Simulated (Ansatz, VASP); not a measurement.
# TiO2 in two plane-wave programs, part 2 of 2

Aim: how closely do two programs agree when they are given the same cell, functional and k mesh? The cell is taken from a series of runs on this material, whose earlier steps may have relaxed, scaled, displaced or heated it; both programs get it as it stands.

VASP 6.6.1 and Ansatz 0.2.0.

So far: The starting structure; Ansatz: dielectric response, LDA.

### Step 3. VASP: dielectric response, LDA

Level of this step: LDA, no spin polarisation; plane waves and PAW (Ti_sv, O) (VASP).

The same cell, functional (in two slightly different forms) and mesh now go to VASP, with its own data sets.

Lines of VASP's logs that name or quote its potential files are left out, and so is its time.

INCAR reads:

```
SYSTEM = TiO2
PREC = Accurate
ENCUT = 520
EDIFF = 1E-08
NELM = 120
ISMEAR = 0
SIGMA = 0.01
LREAL = .FALSE.
ALGO = Normal
GGA = CA
NBANDS = 60
LASPH = .TRUE.
LORBIT = 11
LWAVE = .FALSE.
LCHARG = .FALSE.
ISIF = 2
LEPSILON = .TRUE.
GGA_COMPAT = .FALSE.
EFERMI = MIDGAP
KPAR = 2
```

POSCAR reads:

```
TiO2
1.0
    6.1535771931     -1.8834685000      0.0000000000
    6.1535771931      1.8834685000      0.0000000000
   -1.9283261078      0.0000000000      6.3289668713
Ti O
4 8
Direct
    0.8047140000      0.8047140000      0.7162380000
    0.0999290000      0.0999290000      0.7103980000
    0.1952860000      0.1952860000      0.2837620000
    0.9000710000      0.9000710000      0.2896020000
    0.0583525000      0.0583525000      0.3699790000
    0.6380690000      0.6380690000      0.7066030000
    0.1328115000      0.1328115000      0.0047090000
    0.9416475000      0.9416475000      0.6300210000
    0.7365115000      0.7365115000      0.3475000000
    0.8671885000      0.8671885000      0.9952910000
    0.2634885000      0.2634885000      0.6525000000
    0.3619310000      0.3619310000      0.2933970000
```

KPOINTS reads:

```
Automatic mesh
0
Gamma
6 6 4
0 0 0
```

PAW data sets: Ti_sv and O (LDA family, release 64).

Run with:

```console
> mpirun -np 2 vasp_std
```

Numbers of over 12 decimals in the logs are rounded to 6 here.

The program printed:

```text
[banner, memory and clock lines left out]
running    2 mpi-ranks, on    1 nodes
 distrk:  each k-point on    1 cores,    2 groups
 distr:  one band on    1 cores,    1 groups

 POSCAR found type information on POSCAR TiO
 POSCAR found :  2 types and      12 ions
 LDA part: xc-table for (Slater(with rela. corr.)+CA(PZ))
 , standard interpolation
 POSCAR, INCAR and KPOINTS ok, starting setup
 FFT: planning ... GRIDC
 FFT: planning ... GRID_SOFT
 FFT: planning ... GRID
 WAVECAR not read
 entering main loop
       N       E                     dE             d eps       ncg     rms          rms(c)
DAV:   1     0.147851959096E+04    0.14785E+04   -0.48196E+04  5752   0.184E+03
DAV:   2     0.152784813816E+03   -0.13257E+04   -0.12562E+04  5816   0.573E+02
DAV:   3    -0.128084481354E+03   -0.28087E+03   -0.27247E+03  7148   0.234E+02
DAV:   4    -0.149385593788E+03   -0.21301E+02   -0.21255E+02  8504   0.687E+01
DAV:   5    -0.150714548805E+03   -0.13290E+01   -0.13284E+01  8600   0.137E+01    0.441E+01
DAV:   6    -0.119243662381E+03    0.31471E+02   -0.21480E+02  8228   0.972E+01    0.189E+01
DAV:   7    -0.118042882647E+03    0.12008E+01   -0.42058E+01  8008   0.381E+01    0.117E+01
DAV:   8    -0.117290457806E+03    0.75242E+00   -0.45046E+00  7824   0.154E+01    0.432E+00
DAV:   9    -0.117306129270E+03   -0.15671E-01   -0.74512E-01  7584   0.524E+00    0.181E+00
DAV:  10    -0.117293704230E+03    0.12425E-01   -0.17729E-01  8048   0.345E+00    0.882E-01
DAV:  11    -0.117297928308E+03   -0.42241E-02   -0.52274E-02  7772   0.228E+00    0.468E-01
DAV:  12    -0.117295241843E+03    0.26865E-02   -0.16348E-02  7920   0.102E+00    0.991E-02
DAV:  13    -0.117295349531E+03   -0.10769E-03   -0.25560E-03  8004   0.358E-01    0.830E-02
DAV:  14    -0.117295304759E+03    0.44772E-04   -0.60783E-04  8092   0.156E-01    0.283E-02
DAV:  15    -0.117295310473E+03   -0.57143E-05   -0.94943E-05  8420   0.702E-02    0.201E-02
DAV:  16    -0.117295306531E+03    0.39427E-05   -0.51804E-05  7384   0.419E-02    0.885E-03
DAV:  17    -0.117295306188E+03    0.34251E-06   -0.11119E-05  8184   0.185E-02    0.576E-03
DAV:  18    -0.117295306254E+03   -0.66346E-07   -0.28053E-06  8212   0.100E-02    0.224E-03
DAV:  19    -0.117295306334E+03   -0.79532E-07   -0.52553E-07  8128   0.492E-03    0.600E-04
DAV:  20    -0.117295306340E+03   -0.58008E-08   -0.10488E-07  7372   0.221E-03    0.562E-04
DAV:  21    -0.117295306343E+03   -0.33524E-08   -0.78639E-08  5920   0.166E-03
   1 F= -.11729531E+03 E0= -.11729531E+03  d E =0.000000E+00
 Linear response reoptimize wavefunctions to high precision
DAV:   1    -0.117295306338E+03    0.50950E-08   -0.37863E-08  5644   0.144E-03
DAV:   2    -0.117295306338E+03   -0.30559E-09   -0.20932E-09  3244   0.257E-04
DAV:   3    -0.117295306338E+03    0.72760E-10   -0.48847E-10  3204   0.122E-04
 Linear response G [H, r] |phi>, progress :
  Direction:   1
       N       E                     dE             d eps       ncg     rms
RMM:   1    -0.419508551357E+03   -0.41951E+03   -0.75872E+03  6363   0.104E+03
RMM:   2    -0.360835329114E+03    0.58673E+02   -0.40485E+02 10081   0.924E+01
RMM:   3    -0.376033678216E+03   -0.15198E+02   -0.10574E+02 13474   0.315E+01
RMM:   4    -0.378273039184E+03   -0.22394E+01   -0.22168E+01 14740   0.142E+01
RMM:   5    -0.378829681420E+03   -0.55664E+00   -0.48259E+00 15141   0.686E+00
RMM:   6    -0.379024840450E+03   -0.19516E+00   -0.17256E+00 14959   0.375E+00
RMM:   7    -0.379079970825E+03   -0.55130E-01   -0.54635E-01 15178   0.207E+00
RMM:   8    -0.379102132010E+03   -0.22161E-01   -0.27229E-01 15310   0.128E+00
RMM:   9    -0.379108027435E+03   -0.58954E-02   -0.10924E-01 15351   0.786E-01
RMM:  10    -0.379110626515E+03   -0.25991E-02   -0.59048E-02 15399   0.526E-01
RMM:  11    -0.379112552149E+03   -0.19256E-02   -0.43510E-02 15398   0.353E-01
RMM:  12    -0.379113794344E+03   -0.12422E-02   -0.26424E-02 15406   0.250E-01
RMM:  13    -0.379114531863E+03   -0.73752E-03   -0.22484E-02 15370   0.177E-01
RMM:  14    -0.379114923315E+03   -0.39145E-03   -0.13200E-02 15328   0.131E-01
[...]
RMM:  18    -0.379115573301E+03   -0.19731E-04   -0.24360E-03 14911   0.431E-02
RMM:  19    -0.379115673632E+03   -0.10033E-03   -0.32660E-03 14932   0.339E-02
RMM:  20    -0.379115665186E+03    0.84464E-05   -0.12357E-03 14867   0.271E-02
RMM:  21    -0.379115726615E+03   -0.61429E-04   -0.21409E-03 14886   0.218E-02
RMM:  22    -0.379115718934E+03    0.76807E-05   -0.12201E-03 14793   0.180E-02
RMM:  23    -0.379115755760E+03   -0.36826E-04   -0.13225E-03 14784   0.150E-02
RMM:  24    -0.379115744307E+03    0.11454E-04   -0.65752E-04 14664   0.128E-02
RMM:  25    -0.379115764156E+03   -0.19849E-04   -0.83106E-04 14516   0.111E-02
[...]
RMM:  10    -0.223260353840E+01   -0.14351E-05   -0.39556E-05 14079   0.891E-03
RMM:  11    -0.223260416092E+01   -0.62252E-06   -0.19636E-05 13897   0.556E-03
RMM:  12    -0.223260444056E+01   -0.27965E-06   -0.98043E-06 13916   0.340E-03
RMM:  13    -0.223260455787E+01   -0.11731E-06   -0.48616E-06 13617   0.208E-03
RMM:  14    -0.223260460311E+01   -0.45242E-07   -0.36415E-06 13447   0.128E-03
RMM:  15    -0.223260462056E+01   -0.17440E-07   -0.15723E-06 12871   0.847E-04
RMM:  16    -0.223260462630E+01   -0.57444E-08   -0.14538E-06 12346   0.620E-04
[...]
Direction:   1
       N       E                     dE             d eps       ncg     rms          rms(c)
RMM:   1    -0.188306385572E+01   -0.18831E+01   -0.56187E+00  9812   0.127E+01
RMM:   2    -0.215819683075E+01   -0.27513E+00   -0.38909E-01 10478   0.281E+00    0.233E+00
RMM:   3    -0.209351586995E+01    0.64681E-01   -0.45075E-01 10823   0.276E+00    0.145E+00
RMM:   4    -0.208407292696E+01    0.94429E-02   -0.95995E-02 11461   0.163E+00    0.751E-01
RMM:   5    -0.211441124740E+01   -0.30338E-01   -0.60926E-02 12243   0.106E+00    0.221E-01
RMM:   6    -0.212569805663E+01   -0.11287E-01   -0.30862E-02 13886   0.533E-01    0.126E-01
RMM:   7    -0.212979342154E+01   -0.40954E-02   -0.54742E-03 12951   0.273E-01    0.631E-02
RMM:   8    -0.213189637075E+01   -0.21029E-02   -0.29975E-03 13571   0.158E-01    0.272E-02
RMM:   9    -0.213257613316E+01   -0.67976E-03   -0.10094E-03 14117   0.850E-02    0.152E-02
RMM:  10    -0.213273018966E+01   -0.15406E-03   -0.34737E-04 13850   0.437E-02    0.539E-03
RMM:  11    -0.213276787701E+01   -0.37687E-04   -0.16998E-04 14495   0.247E-02    0.226E-03
RMM:  12    -0.213277583859E+01   -0.79616E-05   -0.84454E-05 14524   0.135E-02    0.133E-03
RMM:  13    -0.213278241034E+01   -0.65718E-05   -0.69642E-05 14290   0.787E-03    0.619E-04
RMM:  14    -0.213277249740E+01    0.99129E-05   -0.40465E-05 14583   0.465E-03    0.423E-04
RMM:  15    -0.213277459530E+01   -0.20979E-05   -0.32598E-05 14354   0.280E-03    0.141E-04
RMM:  16    -0.213277492189E+01   -0.32659E-06   -0.25481E-05 14651   0.172E-03    0.938E-05
RMM:  17    -0.213277510693E+01   -0.18504E-06   -0.19968E-05 14475   0.112E-03    0.665E-05
RMM:  18    -0.213277587545E+01   -0.76853E-06   -0.13873E-05 14543   0.774E-04    0.148E-05
RMM:  19    -0.213277579323E+01    0.82228E-07   -0.12961E-05 14394   0.571E-04    0.264E-05
RMM:  20    -0.213277607790E+01   -0.28467E-06   -0.10622E-05 13870   0.459E-04    0.619E-06
 change of polarisation eV/A/(eV/A) component  1 :     4.102    -0.016     0.076
 dielectric tensor                  component  1 :     6.060    -0.020     0.094
 Linear response to external field, progress :
  Direction:   2
       N       E                     dE             d eps       ncg     rms          rms(c)
RMM:   1    -0.197408613273E+01   -0.19741E+01   -0.66270E+00  9806   0.125E+01
RMM:   2    -0.220597322215E+01   -0.23189E+00   -0.38135E-01 10378   0.264E+00    0.202E+00
RMM:   3    -0.217139535859E+01    0.34578E-01   -0.15012E-01 11112   0.165E+00    0.109E+00
RMM:   4    -0.220135313672E+01   -0.29958E-01   -0.89080E-02 11667   0.130E+00    0.234E-01
RMM:   5    -0.221782095186E+01   -0.16468E-01   -0.41186E-02 13209   0.608E-01    0.701E-02
RMM:   6    -0.221969386695E+01   -0.18729E-02   -0.96101E-03 13362   0.280E-01    0.513E-02
RMM:   7    -0.222108850446E+01   -0.13946E-02   -0.21268E-03 13206   0.132E-01    0.325E-02
RMM:   8    -0.222180309720E+01   -0.71459E-03   -0.58688E-04 12743   0.711E-02    0.753E-03
RMM:   9    -0.222172551766E+01    0.77580E-04   -0.21243E-04 13552   0.376E-02    0.432E-03
RMM:  10    -0.222175967740E+01   -0.34160E-04   -0.62491E-05 13531   0.196E-02    0.299E-03
RMM:  11    -0.222179914097E+01   -0.39464E-04   -0.36731E-05 13631   0.109E-02    0.107E-03
RMM:  12    -0.222181074438E+01   -0.11603E-04   -0.10191E-05 13728   0.632E-03    0.448E-04
RMM:  13    -0.222180570070E+01    0.50437E-05   -0.85210E-06 14089   0.355E-03    0.308E-04
RMM:  14    -0.222180585707E+01   -0.15637E-06   -0.20187E-06 13994   0.217E-03    0.165E-04
RMM:  15    -0.222180785048E+01   -0.19934E-05   -0.22389E-06 14074   0.136E-03    0.629E-05
RMM:  16    -0.222180856754E+01   -0.71706E-06   -0.51328E-07 14255   0.922E-04    0.352E-05
RMM:  17    -0.222180880036E+01   -0.23282E-06   -0.25364E-07 13907   0.660E-04    0.186E-05
RMM:  18    -0.222180889440E+01   -0.94036E-07    0.36140E-07 13455   0.522E-04    0.859E-06
 change of polarisation eV/A/(eV/A) component  2 :    -0.019     4.286     0.019
 dielectric tensor                  component  2 :    -0.023     6.287     0.024
 Linear response to external field, progress :
  Direction:   3
       N       E                     dE             d eps       ncg     rms          rms(c)
RMM:   1    -0.210755667459E+01   -0.21076E+01   -0.70841E+00  9942   0.128E+01
RMM:   2    -0.235916414692E+01   -0.25161E+00   -0.41260E-01 10352   0.266E+00    0.286E+00
RMM:   3    -0.216845971589E+01    0.19070E+00   -0.49286E-01 10560   0.415E+00    0.186E+00
RMM:   4    -0.217719685583E+01   -0.87371E-02   -0.40971E-02 11980   0.190E+00    0.858E-01
RMM:   5    -0.220305644085E+01   -0.25860E-01    0.37968E-02 12528   0.907E-01    0.390E-01
RMM:   6    -0.222730399980E+01   -0.24248E-01    0.50199E-02 13145   0.541E-01    0.141E-01
RMM:   7    -0.223378033762E+01   -0.64763E-02    0.50971E-02 13473   0.291E-01    0.782E-02
RMM:   8    -0.223876660241E+01   -0.49863E-02    0.40946E-02 13162   0.169E-01    0.278E-02
RMM:   9    -0.223945338688E+01   -0.68678E-03    0.41266E-02 14139   0.979E-02    0.166E-02
RMM:  10    -0.224086642424E+01   -0.14130E-02    0.33082E-02 13877   0.572E-02    0.543E-03
RMM:  11    -0.224202432829E+01   -0.11579E-02    0.20439E-02 14394   0.317E-02    0.606E-03
RMM:  12    -0.224274404831E+01   -0.71972E-03    0.13622E-02 14503   0.184E-02    0.548E-03
RMM:  13    -0.224322909524E+01   -0.48505E-03    0.90561E-03 14268   0.105E-02    0.425E-03
RMM:  14    -0.224348555714E+01   -0.25646E-03    0.64364E-03 13186   0.740E-03    0.153E-03
RMM:  15    -0.224366596053E+01   -0.18040E-03    0.47148E-03 14666   0.439E-03    0.110E-03
RMM:  16    -0.224383102128E+01   -0.16506E-03    0.31419E-03 14287   0.270E-03    0.567E-04
RMM:  17    -0.224393176262E+01   -0.10074E-03    0.20965E-03 14465   0.174E-03    0.766E-04
RMM:  18    -0.224401416128E+01   -0.82399E-04    0.13241E-03 12791   0.147E-03    0.111E-04
RMM:  19    -0.224405565206E+01   -0.41491E-04    0.92064E-04 14796   0.951E-04    0.535E-05
RMM:  20    -0.224408813515E+01   -0.32483E-04    0.59887E-04 14457   0.683E-04    0.467E-05
RMM:  21    -0.224410551557E+01   -0.17380E-04    0.42694E-04 14241   0.548E-04    0.213E-05
RMM:  22    -0.224411902188E+01   -0.13506E-04    0.29614E-04 13788   0.474E-04    0.187E-05
RMM:  23    -0.224412897728E+01   -0.99554E-05    0.19730E-04 12052   0.429E-04    0.914E-06
 change of polarisation eV/A/(eV/A) component  3 :     0.076     0.019     4.314
 dielectric tensor                  component  3 :     0.094     0.024     6.321
 Born effective charges drift removed
```

From OUTCAR (step 3):

```text
ion  position               nearest neighbor table
   1  0.805  0.805  0.716-  10 1.78   8 1.93  11 1.96  11 1.96   6 2.03   9 2.34
   2  0.100  0.100  0.710-   8 1.86   7 1.87   6 1.94   6 1.94  11 2.16   5 2.16
   3  0.195  0.195  0.284-   7 1.78   5 1.93   9 1.96   9 1.96  12 2.03  11 2.34
   4  0.900  0.900  0.290-   5 1.86  10 1.87  12 1.94  12 1.94   9 2.16   8 2.16
   5  0.058  0.058  0.370-   4 1.86   3 1.93   2 2.16
   6  0.638  0.638  0.707-   2 1.94   2 1.94   1 2.03
   7  0.133  0.133  0.005-   3 1.78   2 1.87
   8  0.942  0.942  0.630-   2 1.86   1 1.93   4 2.16
   9  0.737  0.737  0.347-   3 1.96   3 1.96   4 2.16   1 2.34
  10  0.867  0.867  0.995-   1 1.78   4 1.87
  11  0.263  0.263  0.653-   1 1.96   1 1.96   2 2.16   3 2.34
  12  0.362  0.362  0.293-   4 1.94   4 1.94   3 2.03

  LATTYP: Found a base centered monoclinic cell.
 ALAT       =    12.3071543862
 B/A-ratio  =     0.3060770087
 C/A-ratio  =     0.5375907333
 COS(beta)  =    -0.2914546970

 Subroutine GETGRP returns: Found  4 space group operations
 (whereof  4 operations were pure point group operations)

The static configuration has the point symmetry C_2h.

 Found     47 irreducible k-points:

   k-points           NKPTS =     47   k-points in BZ     NKDIM =     47   number of bands    NBANDS=     60

   dimension x,y,z NGX =    48 NGY =   48 NGZ =   50
   dimension x,y,z NGXF=    96 NGYF=   96 NGZF=  100

   ENCUT  =  520.0 eV  38.22 Ry    6.18 a.u.  11.97 11.97 12.30*2*pi/ulx,y,z

   NELECT =      96.0000    total number of electrons

 k-points in reciprocal lattice and weights: Automatic mesh
   0.00000000  0.00000000  0.00000000       0.007
   0.16666667  0.00000000  0.00000000       0.028
   0.33333333  0.00000000  0.00000000       0.028
   0.50000000  0.00000000  0.00000000       0.014
   0.16666667  0.16666667  0.00000000       0.014
   0.33333333  0.16666667  0.00000000       0.028
   0.50000000  0.16666667  0.00000000       0.028
  -0.33333333  0.16666667  0.00000000       0.028
  -0.16666667  0.16666667  0.00000000       0.014
[...]
-0.33333333  0.33333333  0.50000000       0.014
   0.50000000  0.50000000  0.50000000       0.007

 average (electrostatic) potential at core
       1 -77.9079       2 -78.0128       3 -77.9079       4 -78.0128       5 -72.2936
       6 -72.1176       7 -72.2068       8 -72.2936       9 -72.3015      10 -72.2068
      11 -72.3015      12 -72.1176

  Total       -9.8463107     -9.6259894     -9.9290866      0.0000000      0.0000000      0.0424795
  in kB     -107.5313964   -105.1252716   -108.4353909      0.0000000      0.0000000      0.4639181
  external PRESSURE =    -107.0306863 kB  Pullay stress =       0.0000000 kB

  energy-cutoff  :      520.00
  volume of cell :      146.71
      direct lattice vectors                 reciprocal lattice vectors
     6.153577193 -1.883468500  0.000000000     0.081253551 -0.265467673  0.024756544
     6.153577193  1.883468500  0.000000000     0.081253551  0.265467673  0.024756544
    -1.928326108  0.000000000  6.328966871     0.000000000  0.000000000  0.158003671

 POSITION                                       TOTAL-FORCE (eV/Angst)
 -----------------------------------------------------------------------------------
      8.52260      0.00000      4.53305        -0.019326      0.000000      0.051916
     -0.14004      0.00000      4.49609         0.051388      0.000000      0.010718
      1.85623      0.00000      1.79592         0.019326      0.000000     -0.051916
     10.51887      0.00000      1.83288        -0.051388      0.000000     -0.010718
      0.00471      0.00000      2.34158        -0.025670      0.000000      0.066568
      6.49025      0.00000      4.47207         0.210719      0.000000      0.005172
      1.62545      0.00000      0.02980         0.179155      0.000000      0.019929
     10.37412      0.00000      3.98738         0.025670      0.000000     -0.066568
      8.39427      0.00000      2.19932         0.159289      0.000000      0.022546
      8.75338      0.00000      6.29916        -0.179155      0.000000     -0.019929
      1.98456      0.00000      4.12965        -0.159289      0.000000     -0.022546
      3.88858      0.00000      1.85690        -0.210719      0.000000     -0.005172
 -----------------------------------------------------------------------------------
    total drift:                               -0.000000     -0.000000      0.000000

 MACROSCOPIC STATIC DIELECTRIC TENSOR (including local field effects in DFT)
 ------------------------------------------------------
           6.059849     0.000000     0.094143
           0.000000     6.286913     0.000000
           0.094140     0.000000     6.320838
 ------------------------------------------------------

 PIEZOELECTRIC TENSOR (including local field effects)  for field in x, y, z        (C/m^2)
          XX          YY          ZZ          XY          YZ          ZX
  --------------------------------------------------------------------------------
  x     0.00000     0.00000     0.00000     0.00000     0.00000     0.00000
  y     0.00000     0.00000     0.00000     0.00000     0.00000     0.00000
  z     0.00000     0.00000     0.00000     0.00000     0.00000     0.00000

 BORN EFFECTIVE CHARGES (including local field effects) (in |e|, cummulative output)
 ---------------------------------------------------------------------------------
 ion    1
    1     5.90378     0.00000    -0.52996
    2     0.00000     5.50709     0.00000
    3    -0.21197     0.00000     5.82821
 ion    2
    1     5.51745     0.00000     0.80802
    2     0.00000     6.43462     0.00000
    3     0.43258     0.00000     6.41868
 ion    3
    1     5.90378     0.00000    -0.52996
    2     0.00000     5.50709     0.00000
    3    -0.21197     0.00000     5.82821
 ion    4
    1     5.51745     0.00000     0.80802
    2     0.00000     6.43462     0.00000
    3     0.43258     0.00000     6.41868
 ion    5
    1    -5.63055     0.00000    -0.12277
    2     0.00000    -0.99113     0.00000
    3    -0.08286     0.00000    -2.79738
 ion    6
    1    -2.61080     0.00000    -0.07612
    2     0.00000    -5.38231     0.00000
    3    -0.02060     0.00000    -1.17931
 ion    7
    1    -0.88955     0.00000    -0.13648
    2     0.00000    -0.98382     0.00000
    3    -0.17919     0.00000    -6.26222
 ion    8
    1    -5.63055     0.00000    -0.12277
    2     0.00000    -0.99113     0.00000
    3    -0.08286     0.00000    -2.79738
 ion    9
    1    -2.29032     0.00000     0.05731
    2     0.00000    -4.58445     0.00000
    3     0.06203     0.00000    -2.00799
 ion   10
    1    -0.88955     0.00000    -0.13648
    2     0.00000    -0.98382     0.00000
    3    -0.17919     0.00000    -6.26222
 ion   11
    1    -2.29032     0.00000     0.05731
    2     0.00000    -4.58445     0.00000
    3     0.06203     0.00000    -2.00799
 ion   12
    1    -2.61080     0.00000    -0.07612
    2     0.00000    -5.38231     0.00000
    3    -0.02060     0.00000    -1.17931
```

### Step 4. Side by side

Known differences besides the potentials themselves: the two LDA forms differ slightly; fixed occupations in Ansatz, narrow Gaussian smearing in VASP; VASP's response is taken on the typed mesh, Ansatz refines its own for the field response alone; the cutoff is 420 eV in Ansatz and 520 eV in VASP; VASP's log shows a relativistic correction to its local exchange, Ansatz's none. Total energies have different zeros and are not compared.

Compared:

```
                                     quantity  Ansatz   VASP  difference
                                        ε∞ xx    6.03   6.06     -0.56 %
                                        ε∞ yy    6.25   6.29     -0.56 %
                                        ε∞ zz    6.29   6.32     -0.52 %
Born charge of Ti1 (mean of the diagonal) (e)    5.75   5.75       +0.01
 Born charge of O5 (mean of the diagonal) (e)   -3.14  -3.14        0.00
```

### Step 5. What came out

```json
{
 "difference in ε∞ xx (dielectric response, LDA)": "-0.56 %"
}
```

The difference in ε∞ xx is -0.56 % (dielectric response, LDA), within the 5 % picked in this series as the mark of a large difference. How closely two codes agree says nothing of how well the functional describes the real material.

[Lines on the potential files, build, host, timing and source positions are cut from VASP's logs without a mark.]

[Logs are printed without paths, hosts, clocks, repeated set-up lines and the standing remarks that a program may print on its own settings, such as how far it seeks lower states.]

[Hosts, paths, dates, database ids (printed as entryN), source tags and the programs' standing remarks are cut or masked in the printed files.]
